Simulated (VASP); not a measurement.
# Ti (P6/mmm) in VASP: further runs

One crystal, Ti, is run at these levels: PBE; tasks: single point.

All numbers are computed with VASP 6.6.1; they aren't measurements. Logs are shortened: lines on timing, memory, paths and dates and some standing lists are left out, and cuts for length are marked.

### Step 1. The structure

Symmetry: P6/mmm, No. 191, hexagonal system. Conventional cell: a = 4.567 Å, b = 4.567 Å, c = 2.826 Å, α = 90.00°, β = 90.00°, γ = 120.00°. Ti (site symmetry -6m2) has 11 Ti at 2.64 to 2.99 Å as nearest neighbours. Around Ti (site symmetry 6/mmm) lie 14 Ti at 2.83 to 2.99 Å.

This isn't the form of Ti at room conditions, which is hcp.

### Step 2. Single point, PBE

INCAR reads:

```
SYSTEM = Ti
PREC     = Accurate       ! precision mode
ENCUT    = 400            ! plane-wave cutoff, eV
EDIFF    = 1E-6           ! SCF threshold, eV
ISMEAR   = 0              ! smearing method
SIGMA    = 0.15           ! smearing width, eV
LREAL    = Auto         
LASPH    = .True.         ! aspherical terms in the spheres
NELM     = 100            ! most SCF steps
ALGO     = Normal         ! electronic algorithm
ISIF     = 2              ! what is computed and relaxed
LWAVE    = .False.        ! write WAVECAR
LCHARG   = .False.        ! write CHGCAR
GGA      = PE             ! functional
NBANDS   = 13             ! bands
ADDGRID  = .False.
```

KPOINTS reads:

```
Automatic mesh
0
Gamma
  5 5 7
  0 0 0
```

POSCAR reads:

```
Ti
1.0
    4.5673748306      0.0000000000      0.0000000000
   -2.2836874153      3.9554626319      0.0000000000
    0.0000000000      0.0000000000      2.8262442700
Ti
3
Direct
    0.6535550000      0.3369470000      0.4982190000
    0.3492570000      0.6782810000      0.5288300000
    0.0014220000     -0.0021490000     -0.0037100000
```

Potentials or basis: VASP PAW PBE potentials, release 64 (Ti).

On the command line:

```
> cat potpaw_PBE.64/Ti/POTCAR > POTCAR
> mpirun -np 1 vasp_std > vasp.out
```

OUTCAR:

```text
SYSTEM = Ti
   PREC = Accurate
   ENCUT = 400
   EDIFF = 1E-6
   ISMEAR = 0
   LREAL = Auto
   LASPH = .True.
   NELM = 100
   ISIF = 2
   GGA = PE

 Found     88 irreducible k-points:

 Following reciprocal coordinates:
            Coordinates               Weight
  0.000000  0.000000  0.000000      1.000000
  0.200000  0.000000  0.000000      2.000000
  0.000000  0.200000  0.000000      2.000000
 -0.200000  0.200000  0.000000      2.000000
  0.400000  0.000000  0.000000      2.000000
  0.000000  0.400000  0.000000      2.000000
   k-points           NKPTS =     88   k-points in BZ     NKDIM =     88   number of bands    NBANDS=     13
   number of dos      NEDOS =    301   number of ions     NIONS =      3
   total plane-waves  NPLWV =  16200
   dimension x,y,z NGX =    30 NGY =   30 NGZ =   18
   dimension x,y,z NGXF=    60 NGYF=   60 NGZF=   36
   ions per type =               3
   NGX,Y,Z   is equivalent  to a cutoff of  10.92, 10.92, 10.59 a.u.
   NGXF,Y,Z  is equivalent  to a cutoff of  21.84, 21.84, 21.18 a.u.
 SYSTEM =  Ti
   PREC   = accura    normal or accurate (medium, high low for compatibility)
   ISTART =      0    job   : 0-new  1-cont  2-samecut
   ICHARG =      2    charge: 1-file 2-atom 10-const
   ISPIN  =      1    spin polarized calculation?
   LNONCOLLINEAR =      F non collinear calculations
   LSORBIT =      F    spin-orbit coupling
   LASPH  =      T    aspherical Exc in radial PAW
   ENCUT  =  400.0 eV  29.40 Ry    5.42 a.u.   7.45  7.45  4.61*2*pi/ulx,y,z
   NELM   =    100;   NELMIN=  2; NELMDL= -5     # of ELM steps
   EDIFF  = 0.1E-05   stopping-criterion for ELM
   LREAL  =      T    real-space projection
   EDIFFG = 0.1E-04   stopping-criterion for IOM
   NSW    =      0    number of steps for IOM
   IBRION =     -1    ionic relax: 0-MD 1-quasi-New 2-CG
   NFREE  =      0    steps in history (QN), initial steepest desc. (CG)
   ISIF   =      2    stress and relaxation
   ISYM   =      2    0-nonsym 1-usesym 2-fastsym
   POTIM  = 0.5000    time-step for ionic-motion
   TEBEG  =    0.0;   TEEND  =   0.0 temperature during run
   PSTRESS=    0.0 pullay stress
   NELECT =      12.0000    total number of electrons
   NUPDOWN=      -1.0000    fix difference up-down
   EMIN   =  10.00;   EMAX   =-10.00  energy-range for DOS
   EFERMI =   0.00;   METHOD = LEGACY
   ISMEAR =     0;   SIGMA  =   0.15  broadening in eV -4-tet -1-fermi 0-gaus
   EFERMI_NEDOS =   21; number of points for ismear=-14 and -15
   IALGO  =     38    algorithm
   IMIX   =      4    mixing-type and parameters
     AMIX     =   0.40;   BMIX     =  1.00
     AMIX_MAG =   1.60;   BMIX_MAG =  1.00
  volume/ion in A,a.u.               =      17.02       114.85
  Fermi-wavevector in a.u.,A,eV,Ry     =   1.010285  1.909162 13.887145  1.020676
  Thomas-Fermi vector in A             =   2.143265
   LORBIT       =      0    0 simple, 1 ext, 2 COOP (PROOUT), +10 PAW based schemes
   GGA     = PE    functional components
   LHFCALC =     F    Hartree Fock is set to
   AEXX    =    0.0000 exact exchange contribution
   IVDW    =     0    specifies the selected vdW correction
   LEPSILON=     F    determine dielectric tensor
   LRPA    =     F    only Hartree local field effects (RPA)
 non-spin polarized calculation
 Gauss-broadening in eV      SIGMA  =   0.15
  energy-cutoff  :      400.00
  volume of cell :       51.06
 maximum number of plane-waves:       945
 NGX is ok and might be reduce to    30
   NGX = 15   NGY = 15   NGZ =  9

 number of electron      12.0000002 magnetization

 Free energy of the ion-electron system (eV)
  ---------------------------------------------------
  ext. energy  EPLUGINS =         0.00000000
  ---------------------------------------------------
  free energy    TOTEN  =       -23.30494554 eV

  energy without entropy =      -23.26464105  energy(sigma->0) =      -23.28479330

 E-fermi :   3.0254     XC(G=0): -11.1500

 val. band max:        3.0205400041   @ k =   0.4000   0.2000   0.2857
 cond. band min:       3.0301298457   @ k =  -0.2000   0.2000   0.0000
 fundamental gap:      0.0095898416
 Fermi energy:         3.0254363439

 k-point     1 :       0.0000    0.0000    0.0000
  band No.  band energies     occupation
      1      -2.9627      2.00000
      2       1.1161      2.00000
      3       2.3058      2.00000
      4       2.3957      2.00000
      5       2.4118      2.00000
      6       2.5006      2.00000
      7       3.0319      0.95131
      8       3.6934      0.00000
      9       4.3027      0.00000
     10       4.3299      0.00000
     11       4.7122      0.00000
     12       4.8427      0.00000
     13       4.9677      0.00000

 k-point     2 :       0.2000    0.0000    0.0000
  band No.  band energies     occupation
      1      -2.5052      2.00000
      2       1.0631      2.00000
      3       1.5145      2.00000
      4       2.2252      2.00000
      5       2.2613      2.00000
      6       3.0430      0.86849
      7       3.2500      0.03425
      8       3.7098      0.00000
      9       4.0224      0.00000
     10       4.3760      0.00000
     11       4.5072      0.00000
     12       4.6857      0.00000
     13       5.4558      0.00000

 k-point     3 :       0.0000    0.2000    0.0000
  band No.  band energies     occupation
      1      -2.5057      2.00000
      2       1.0296      2.00000
      3       1.5881      2.00000
      4       2.0894      2.00000
      5       2.2153      2.00000
      6       3.0314      0.95485
      7       3.3168      0.00602
      8       3.7318      0.00000
      9       4.0356      0.00000
     10       4.3412      0.00000
     11       4.5857      0.00000
     12       4.7093      0.00000
     13       5.4087      0.00000

 k-point     4 :      -0.2000    0.2000    0.0000
  band No.  band energies     occupation
      1      -2.5063      2.00000
      2       1.0216      2.00000
      3       1.6280      2.00000
      4       2.0581      2.00000
      5       2.1749      2.00000
      6       3.0301      0.96470
      7       3.3140      0.00651
      8       3.7585      0.00000
      9       4.0650      0.00000
     10       4.3558      0.00000
     11       4.5563      0.00000
     12       4.6878      0.00000
     13       5.4486      0.00000

 k-point     5 :       0.4000    0.0000    0.0000
  band No.  band energies     occupation
      1      -1.2727      2.00000
      2       0.2677      2.00000
      3       0.6270      2.00000
      4       2.3825      2.00000
      5       2.5972      1.99995
      6       3.0034      1.16444
      7       3.2927      0.01175
      8       3.5220      0.00000
      9       3.9603      0.00000
     10       4.1143      0.00000
     11       4.7013      0.00000
     12       5.4091      0.00000
     13       5.4388      0.00000

 k-point     6 :       0.0000    0.4000    0.0000
  band No.  band energies     occupation
      1      -1.2772      2.00000
      2       0.2621      2.00000
      3       0.5795      2.00000
      4       2.3164      2.00000
      5       2.4396      2.00000
      6       2.9772      1.35068
      7       3.3351      0.00351
      8       3.6389      0.00000
      9       3.9999      0.00000
     10       4.1082      0.00000
     11       4.7377      0.00000
     12       5.3954      0.00000
     13       5.4113      0.00000

 [... further k-points ...]
[... 5 lines left out ...]
  --------------------------------------------------------------------------------------
  -------------------------------------------------------------------------------------
  Total       -0.2952158     -0.3853640     -0.0849198      0.0600751      0.0448833      0.0312717
  in kB       -9.2635316    -12.0922785     -2.6646844      1.8850869      1.4083860      0.9812703
  external PRESSURE =      -8.0068315 kB  Pullay stress =       0.0000000 kB

 VOLUME and BASIS-vectors are now :
 -----------------------------------------------------------------------------
  energy-cutoff  :      400.00
  volume of cell :       51.06
      direct lattice vectors                 reciprocal lattice vectors
     4.567374831  0.000000000  0.000000000     0.218944150  0.126407464  0.000000000
    -2.283687415  3.955462632  0.000000000     0.000000000  0.252814928  0.000000000
     0.000000000  0.000000000  2.826244270     0.000000000  0.000000000  0.353826458

 POSITION                                       TOTAL-FORCE (eV/Angst)
 -----------------------------------------------------------------------------------
      2.21555      1.33278      1.40809         0.259693     -0.027839      0.000267
      0.04621      2.68292      1.49460        -0.228340     -0.045701     -0.261032
     -2.27228      3.94696      2.81576        -0.031353      0.073541      0.260764
 -----------------------------------------------------------------------------------
    total drift:                                0.000976      0.001353      0.000022

  FREE ENERGIE OF THE ION-ELECTRON SYSTEM (eV)
  ---------------------------------------------------
  free  energy   TOTEN  =       -23.3049455427 eV

  energy  without entropy=      -23.2646410529  energy(sigma->0) =      -23.28479330
```

It took 68 s on 1 thread of Intel Xeon Platinum 8488C (Sapphire Rapids), shared host; peak memory 0.16 GiB.

These settings aren't checked as converged: the numbers below hold their error.

Results:

```yaml
Free_energy: -23.3049 eV
Pressure: -0.8 GPa
Largest_force: 0.350 eV/Å
Band_gap_on_the_k_mesh: none (metal or under the smearing width)
```

### Step 3. Single point, PBE

INCAR: that of step 2 with these lines changed.

```diff
@@ -3,6 +3,6 @@
 ENCUT    = 400            ! plane-wave cutoff, eV
-EDIFF    = 1E-6           ! SCF threshold, eV
+EDIFF    = 0.01           ! SCF threshold, eV
 ISMEAR   = 0              ! smearing method
 SIGMA    = 0.15           ! smearing width, eV
-LREAL    = Auto         
+LREAL    = .False.        ! projectors in reciprocal space
 LASPH    = .True.         ! aspherical terms in the spheres
```

KPOINTS is that of step 2.

POSCAR reads:

```
Ti
1.0
    4.5673748306      0.0000000000      0.0000000000
   -2.2836874153      3.9554626319      0.0000000000
    0.0000000000      0.0000000000      2.8262442700
Ti
3
Direct
    0.6666666667      0.3333333333      0.5000000000
    0.3333333333      0.6666666667      0.5000000000
    0.0000000000      0.0000000000      0.0000000000
```

Potentials or basis: VASP PAW PBE potentials, release 64 (Ti).

On the command line:

```
> cat potpaw_PBE.64/Ti/POTCAR > POTCAR
> mpirun -np 1 vasp_std > vasp.out
```

OUTCAR:

```text
SYSTEM = Ti
   PREC = Accurate
   ENCUT = 400
   EDIFF = 0.01
   ISMEAR = 0
   LREAL = .False.
   LASPH = .True.
   NELM = 100
   ISIF = 2
   GGA = PE

 Found     20 irreducible k-points:

 Following reciprocal coordinates:
            Coordinates               Weight
  0.000000  0.000000  0.000000      1.000000
  0.200000  0.000000  0.000000      6.000000
  0.400000  0.000000  0.000000      6.000000
  0.200000  0.200000  0.000000      6.000000
  0.400000  0.200000  0.000000      6.000000
  0.000000  0.000000  0.142857      2.000000
   k-points           NKPTS =     20   k-points in BZ     NKDIM =     20   number of bands    NBANDS=     13
   number of dos      NEDOS =    301   number of ions     NIONS =      3
   total plane-waves  NPLWV =  16200
   dimension x,y,z NGX =    30 NGY =   30 NGZ =   18
   dimension x,y,z NGXF=    60 NGYF=   60 NGZF=   36
   ions per type =               3
   NGX,Y,Z   is equivalent  to a cutoff of  10.92, 10.92, 10.59 a.u.
   NGXF,Y,Z  is equivalent  to a cutoff of  21.84, 21.84, 21.18 a.u.
 SYSTEM =  Ti
   PREC   = accura    normal or accurate (medium, high low for compatibility)
   ISTART =      0    job   : 0-new  1-cont  2-samecut
   ICHARG =      2    charge: 1-file 2-atom 10-const
   ISPIN  =      1    spin polarized calculation?
   LNONCOLLINEAR =      F non collinear calculations
   LSORBIT =      F    spin-orbit coupling
   LASPH  =      T    aspherical Exc in radial PAW
   ENCUT  =  400.0 eV  29.40 Ry    5.42 a.u.   7.45  7.45  4.61*2*pi/ulx,y,z
[... 67 lines left out ...]
      8       3.7184      0.00000
      9       4.3124      0.00000
     10       4.3124      0.00000
     11       4.8280      0.00000
     12       4.9427      0.00000
     13       4.9427      0.00000
[... 66 lines left out ...]
  band No.  band energies     occupation
      1      -2.5132      2.00000
      2       1.4506      2.00000
      3       2.0577      2.00000
      4       2.0578      2.00000
      5       2.2361      2.00000
      6       2.2361      2.00000
      7       3.6354      0.00000
      8       4.1072      0.00000
      9       4.2181      0.00000
     10       4.2182      0.00000
     11       4.7547      0.00000
     12       4.7547      0.00000
     13       5.2047      0.00000

 [... further k-points ...]
[... 5 lines left out ...]
  --------------------------------------------------------------------------------------
  -------------------------------------------------------------------------------------
  Total       -0.3459050     -0.3459050     -0.2224062      0.0000000      0.0000000      0.0000000
  in kB      -10.8540994    -10.8540994     -6.9788481      0.0000000      0.0000000      0.0000000
  external PRESSURE =      -9.5623489 kB  Pullay stress =       0.0000000 kB

 VOLUME and BASIS-vectors are now :
 -----------------------------------------------------------------------------
  energy-cutoff  :      400.00
  volume of cell :       51.06
      direct lattice vectors                 reciprocal lattice vectors
     4.567374831  0.000000000  0.000000000     0.218944150  0.126407464  0.000000000
    -2.283687415  3.955462632  0.000000000     0.000000000  0.252814928  0.000000000
     0.000000000  0.000000000  2.826244270     0.000000000  0.000000000  0.353826458

 POSITION                                       TOTAL-FORCE (eV/Angst)
 -----------------------------------------------------------------------------------
      2.28369      1.31849      1.41312         0.000000     -0.000000      0.000000
     -0.00000      2.63698      1.41312        -0.000000      0.000000     -0.000000
      0.00000      0.00000      0.00000        -0.000000      0.000000      0.000000
 -----------------------------------------------------------------------------------
    total drift:                               -0.000000      0.000000      0.000000

  FREE ENERGIE OF THE ION-ELECTRON SYSTEM (eV)
  ---------------------------------------------------
  free  energy   TOTEN  =       -23.3330304071 eV

  energy  without entropy=      -23.2932783971  energy(sigma->0) =      -23.31315440
```

stdout:

```text
POSCAR found type information on POSCAR Ti
 POSCAR found :  1 types and       3 ions
 scaLAPACK will be used
 LDA part: xc-table for (Slater+PW92), standard interpolation
 POSCAR, INCAR and KPOINTS ok, starting setup
 FFT: planning ... GRIDC
 FFT: planning ... GRID_SOFT
 FFT: planning ... GRID
 WAVECAR not read
 entering main loop
```

Run time: 8.2 s. Hardware: 1 thread of Intel Xeon Platinum 8488C (Sapphire Rapids), shared host; peak memory 0.14 GiB.

These settings aren't checked as converged: the numbers below hold their error.

Results:

* Free energy: -23.3330 eV
* Pressure: -1.0 GPa
* Band gap on the k mesh: none (metal or under the smearing width)

### Step 4. Single point, PBE

INCAR is that of step 3.

KPOINTS is that of step 3.

POSCAR reads:

```
Ti
1.0
    4.5673748306      0.0000000000      0.0000000000
   -2.2836874153      3.9554626319      0.0000000000
    0.0000000000      0.0000000000      2.8262442700
Ti
3
Direct
    0.6535550000      0.3369470000      0.4982190000
    0.3492570000      0.6782810000      0.5288300000
    0.0014220000     -0.0021490000     -0.0037100000
```

On the command line:

```
> cat potpaw_PBE.64/Ti/POTCAR > POTCAR
> mpirun -np 1 vasp_std > vasp.out
```

Wall time 26 s (1 thread of Intel Xeon Platinum 8488C (Sapphire Rapids), shared host); peak memory 0.16 GiB.

These settings aren't checked as converged: the numbers below hold their error.

What came out:

```yaml
Free_energy: -23.3059 eV
Pressure: -0.7 GPa
Largest_force: 0.355 eV/Å
Band_gap_on_the_k_mesh: none (metal or under the smearing width)
```

### Step 5. Single point, PBE

INCAR: that of step 4 with these lines changed.

```diff
@@ -3,3 +3,3 @@
 ENCUT    = 400            ! plane-wave cutoff, eV
-EDIFF    = 0.01           ! SCF threshold, eV
+EDIFF    = 0.001          ! SCF threshold, eV
 ISMEAR   = 0              ! smearing method
```

KPOINTS is that of step 4.

POSCAR reads:

```
Ti
1.0
    4.5673748306      0.0000000000      0.0000000000
   -2.2836874153      3.9554626319      0.0000000000
    0.0000000000      0.0000000000      2.8262442700
Ti
3
Direct
    0.6666666667      0.3333333333      0.5000000000
    0.3333333333      0.6666666667      0.5000000000
    0.0000000000      0.0000000000      0.0000000000
```

On the command line:

```
> cat potpaw_PBE.64/Ti/POTCAR > POTCAR
> mpirun -np 1 vasp_std > vasp.out
```

Wall time 9.3 s (1 thread of Intel Xeon Platinum 8488C (Sapphire Rapids), shared host); peak memory 0.14 GiB.

These settings aren't checked as converged: the numbers below hold their error.

Results:

```yaml
Free_energy: -23.3331 eV
Pressure: -1.0 GPa
Band_gap_on_the_k_mesh: none (metal or under the smearing width)
```

### Step 6. Single point, PBE

INCAR is that of step 5.

KPOINTS is that of step 5.

POSCAR reads:

```
Ti
1.0
    4.5673748306      0.0000000000      0.0000000000
   -2.2836874153      3.9554626319      0.0000000000
    0.0000000000      0.0000000000      2.8262442700
Ti
3
Direct
    0.6535550000      0.3369470000      0.4982190000
    0.3492570000      0.6782810000      0.5288300000
    0.0014220000     -0.0021490000     -0.0037100000
```

Potentials or basis: VASP PAW PBE potentials, release 64 (Ti).

On the command line:

```
> cat potpaw_PBE.64/Ti/POTCAR > POTCAR
> mpirun -np 1 vasp_std > vasp.out
```

Run time: 22 s. Hardware: 1 thread of Intel Xeon Platinum 8488C (Sapphire Rapids), shared host; peak memory 0.16 GiB.

These settings aren't checked as converged: the numbers below hold their error.

What came out:

```yaml
Free_energy: -23.3041 eV
Pressure: -0.7 GPa
Largest_force: 0.350 eV/Å
Band_gap_on_the_k_mesh: none (metal or under the smearing width)
```

### Step 7. For comparison

An earlier run on the cell as given: functional PBEsol; potentials or basis VASP PAW PBE potentials, release 64 (Ti_sv); cutoff 520 eV; k mesh 7 × 7 × 9; occupations fermi-dirac, width 0.05 eV; no spin polarisation.

- Pressure: -3.9 GPa
- Band gap on the k mesh: none (metal or under the smearing width)
